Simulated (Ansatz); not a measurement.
BeTe:

```
Te Be
1.0
     0.00000    2.77000    2.77000
     2.77000    0.00000    2.77000
     2.77000    2.77000    0.00000
Te Be
1 1
Direct
  0.75000 0.75000 0.75000
  0.00000 0.00000 0.00000
```

Below is the output of Ansatz 0.2.0 for this cell. Logs are shortened: lines on timing, memory, paths and dates and some standing lists are left out, and cuts for length are marked.

```text
Warning: RAYON_NUM_THREADS=2 ignored (pool sized by the plan → 2); use --threads N
Engine: ansatz 0.2.0, aarch64-unknown-linux-gnu
Pseudopotentials: kind: paw
Pseudopotential: Te, paw, valence charge 16, recommended cutoff 420 eV (normal), Te.paw.azcp
Pseudopotential: Be, paw, valence charge 2, recommended cutoff 420 eV (normal), Be.paw.azcp
Functional definition: PBE
  parameter kappa = 0.804
  parameter beta = 0.06672455060314922
  exchange = pbe_x(kappa = kappa, mu = beta*pi^2/3)
  correlation = pbe_c(beta = beta)
Crystal: 2 atoms, lattice volume = 42.508 Å³
Basis set: ecut = 420 eV, 869 PW (Γ), exchange–correlation on 54×54×54 points (8 copies of the dense FFT grid, shifted against one another)
Bands: 13, of which v1, the nominal top of the filled ones, is band 9 counted from 1 (8 counted from 0)
Symmetry: 24 space group operations
Space group: F-43m (ITA 216), of the structure as read, at distance tolerance 3.5e-5 Å
k-points: 120 of 3375 (time reversal used)
Non-local potential: Te, projectors of the file, l = 0: 2, l = 1: 2, l = 2: 2, l = 3: 2
Non-local potential: Be, projectors of the file, l = 0: 2, l = 1: 2, l = 2: 1
PAW form: soft (Blöchl's): semilocal exchange-correlation on the pseudo side does not see the compensation charge
PAW one-centre angular grid: Te, 590 points (default); XC on 64 Gauss nodes
PAW one-centre angular grid: Be, 110 points (default); XC on 64 Gauss nodes
Initial density: superposition of atomic densities (neutral atoms: chi_scale 0, normalization atom), corrected by the library's trained network
Initial wavefunctions: pseudopotential atomic-orbital guess
Functional: x = pbe(κ = 0.804, μ = 0.2195149727645171), c = pbe(β = 0.06672455060314922)
SCF iter   1: F=—  HF=-7073.408836 eV  |F-HF|=—  |Δ(HF+E_count)|=         —  Δρ=5.85e-4  dr2=1.31e-4  ethr=1.77e-3  ⟨swp⟩=6.4  Hψ=9925  notcnv=0
preconditioner: auto → none  [insulator: Δε(μ)=1.878 eV  Ē_g=10.563 eV  σ=0.050 eV  W_gap=1.00  n_scr=14 (ndim 8)  ℏωp=16.1 eV  f_vac=0.007  D(μ)=0.00/eV (n_scr^D=0)  ε∞_Penn≈3.3]
SCF iter   2: F=—  HF=-7073.408704 eV  |F-HF|=—  |Δ(HF+E_count)|=   1.32e-4  Δρ=4.99e-4  dr2=1.68e-4  ethr=7.27e-7  ⟨swp⟩=2.2  Hψ=3736  notcnv=0
SCF iter   3: F=—  HF=-7073.408655 eV  |F-HF|=—  |Δ(HF+E_count)|=   4.95e-5  Δρ=2.57e-4  dr2=3.46e-5  ethr=7.27e-7  ⟨swp⟩=2.3  Hψ=2652  notcnv=0
SCF iter   4: F=—  HF=-7073.408684 eV  |F-HF|=—  |Δ(HF+E_count)|=   2.89e-5  Δρ=4.31e-5  dr2=9.09e-7  ethr=1.92e-7  ⟨swp⟩=2.0  Hψ=2640  notcnv=0
SCF iter   5: F=—  HF=-7073.408684 eV  |F-HF|=—  |Δ(HF+E_count)|=   3.80e-7  Δρ=2.76e-5  dr2=5.12e-7  ethr=5.05e-9  ⟨swp⟩=2.4  Hψ=1940  notcnv=0
SCF iter   6: F=—  HF=-7073.408684 eV  |F-HF|=—  |Δ(HF+E_count)|=   1.84e-7  Δρ=1.33e-5  dr2=1.14e-7  ethr=2.84e-9  ⟨swp⟩=2.0  Hψ=2543  notcnv=0
SCF iter   7: F=-7073.408684 eV  HF=-7073.408684 eV  |F-HF|=1.33e-8  |Δ(HF+E_count)|=   5.31e-8  Δρ=4.36e-6  dr2=1.23e-8  ethr=5.56e-10  ⟨swp⟩=8.5  Hψ=8652  notcnv=0
SCF 1 converged in 7 iterations: F = -7073.408684 eV  dr2 = 1.23e-8
  greatest PAW one-centre occupation: 0.998 electrons in one spin orbital (limit 2), on the Te atom at site 0 (counted from 0), in its partial waves of l = 2
SCF converged after 7 iterations
Free energy (F): -7073.408684 eV
Harris-Foulkes:  -7073.408684 eV  (|F-HF|=1.33e-8)
Internal energy: -7073.408684 eV  (E = F + TS)
E sigma→0 (E₀):  -7073.408684 eV
Fermi energy:    9.034791 eV
--- Per-component energies (eV) ---
  E_band       = -258.296817
  E_kinetic    = 201.192488
  E_local      = -1327.232998  (includes V_loc(G=0)·N_el)
  E_nonlocal   = -304.902991
  E_hartree    = 840.241990
  E_xc         = -143.942444
  E_vxc        = -124.903914  (∫ρ·V_xc dr)
  E_paw        = -4722.848725  (= ΣΔE_a)
  E_vpaw       = -382.928329  (= ΣTr[D̂ρ^β])
  E_aug_tail   = -0.000212  (compensation charges beyond the density's cutoff)
  E_ewald      = -1615.915793
  E_smearing   = -0.000000  (= −TS)
  E_closure    = 0.000000  (closes the sum)
  Σ components = -7073.408684   (vs F -7073.408684, Δ=0.00e0)
--- Forces (eV/Å), atoms counted from 1 ---
  atom   1  Te    -0.00000000     0.00000000     0.00000000
  atom   2  Be    -0.00000000     0.00000000     0.00000000
  max |Σ_I F_I| component: 2.80e-16 eV/Å
--- Stress (GPa, compression-positive) ---
        4.271009      -0.000000      -0.000000
       -0.000000       4.271009       0.000000
       -0.000000       0.000000       4.271009
  P = ⅓ Tr σ = 4.2710 GPa (42.710 kbar)
--- Band table (eV; the first three rows and the last of 120) ---
  k-point 0: bands = ["-28.2482", "-28.2482", "-28.2482", "-28.2327", "-28.2327", "-4.5418", "8.0927", "8.0927", "8.0927", "11.6788", "11.6788", "11.6788", "12.2870"]
  k-point 1: bands = ["-28.2481", "-28.2480", "-28.2480", "-28.2326", "-28.2326", "-4.4963", "7.6071", "8.0112", "8.0112", "11.7493", "11.7970", "11.7970", "12.6729"]
  k-point 2: bands = ["-28.2478", "-28.2475", "-28.2475", "-28.2326", "-28.2326", "-4.3622", "6.5755", "7.8060", "7.8060", "11.7143", "12.0903", "12.0903", "13.6448"]
  k-point 119: bands = ["-28.2457", "-28.2444", "-28.2401", "-28.2336", "-28.2307", "-2.5068", "3.2795", "4.0805", "4.7986", "12.8615", "13.8029", "14.0771", "14.6786"]
```

Problem. Write the input and the command behind it.

Solution. Single point with PBE, no spin polarisation. The files as run (others can give the same):

input.yaml
```yaml
crystal:
  lattice:
    - [0.0, 2.77, 2.77]
    - [2.77, 0.0, 2.77]
    - [2.77, 2.77, 0.0]
  atoms:
    - { symbol: Te, position: [0.75, 0.75, 0.75] }
    - { symbol: Be, position: [0.0, 0.0, 0.0] }
hamiltonian:
  xc: pbe
  pseudopotentials: { kind: paw }
kpoints:
  mp_grid: { grid: [15, 15, 15] }
scf:
  occupations: { method: fermi_dirac, width: 0.05 }
output:
  forces: true
  stress: true
  eigenvalues: true
  write_density: true
  write_potential: true
  elf: true
  volumetric_format: npy
```

Potentials or basis: Ansatz PAW.
Run with:
```bash
$ ansatz run input.yaml --threads 2 --pin off --max-ram 5120MiB --backend cpu --events-out ev --progress --plain --runs-dir out
```

Caveat: odd divisions of the mesh miss points on the zone boundary, where band edges often lie, so the gap on the mesh can be too wide; spin-orbit coupling is left out, which moves the levels of the heavy elements.
